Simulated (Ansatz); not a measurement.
# CsPbI3: response to strain

Base system: CsPbI₃ in the cubic perovskite structure (space group Pm-3m, No. 221; a = 6.333 Å). Axes: x, y, z lie along the cube axes.

Strains are applied to the cell and any free atomic positions relax; under biaxial strain the out-of-plane vector relaxes too.

Calculations: DFT with r2SCAN, PAW potentials and a 500 eV plane-wave cutoff in Ansatz (a first-principles code), scalar-relativistic without spin-orbit coupling.

Notes on the quantities. energy relative to the base: free energy F; pressure: mean of the normal stresses, compression positive.

```csv
change,energy relative to the base,pressure,shortest interatomic distance
base,0 meV/atom,0.0 kbar,316.6 pm
"biaxial strain −0.96 %, plane normal [001], relaxed out of plane",+1.3 meV/atom,3.0 kbar,313.6 pm
"biaxial strain +0.81 %, plane normal [001], relaxed out of plane",…,-2.2 kbar,…
"biaxial strain +2.70 %, plane normal [001], relaxed out of plane",+9.1 meV/atom,-6.5 kbar,…
"biaxial strain −0.72 %, plane normal [110], relaxed out of plane",+0.5 meV/atom,1.4 kbar,…
isotropic strain −4.98 %,+71 meV/atom,36.5 kbar,300.9 pm
isotropic strain −3.09 %,+25 meV/atom,19.5 kbar,306.8 pm
isotropic strain −0.44 %,+0.5 meV/atom,2.3 kbar,315.2 pm
uniaxial strain ε_zz = +2.57 %,+3.7 meV/atom,-3.7 kbar,316.6 pm
```

Question: What belongs in the blanks?

Answer: 
- biaxial strain +0.81 %, plane normal [001], relaxed out of plane, energy relative to the base: +0.9 meV/atom
- biaxial strain +0.81 %, plane normal [001], relaxed out of plane, shortest interatomic distance: 316.0 pm
- biaxial strain +2.70 %, plane normal [001], relaxed out of plane, shortest interatomic distance: 314.5 pm
- biaxial strain −0.72 %, plane normal [110], relaxed out of plane, shortest interatomic distance: 314.4 pm

No phonon test of stability was made. Many cubic perovskites are stable only at high temperature; tilts and polar distortions were not tested. This is not the structure that CsPbI3 has at room temperature and ambient pressure.
